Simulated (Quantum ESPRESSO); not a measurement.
I:

```
I
1.0
    -2.08938    2.08938    2.08938
     2.08938   -2.08938    2.08938
     4.17875    4.17875    0.00000
I
2
Cartesian
  0.0140 0.0112 0.0302
  2.0753 2.0782 2.0592
```

The real solid is made of molecules; this cell is a model form.

Base run:

- Program: Quantum ESPRESSO 7.5
- Functional: PBE
- Potentials or basis: SSSP 1.3 efficiency PBE
- Cutoff: 748 eV
- Density cutoff: 5987 eV
- k mesh: 8 × 8 × 5
- Occupations: fermi-dirac, width 0.05 eV
- Spin: no spin polarisation

Its results: band gap on the k mesh none (metal or under the smearing width); pressure -0.4 GPa; largest force 0.055 eV/Å.

Q: The run is repeated on the same cell with these changes: functional from PBE to optB86b-vdW; potentials or basis from SSSP 1.3 efficiency PBE to PseudoDojo 0.5 SR PBE standard; cutoff from 748 eV to 1225 eV; density cutoff from 5987 eV to 4898 eV. What comes out?

A: Band gap on the k mesh none (metal or under the smearing width); pressure -1.4 GPa; largest force 0.063 eV/Å.

Caveats: the potentials were made for another functional, which shifts forces and pressure (some runs).
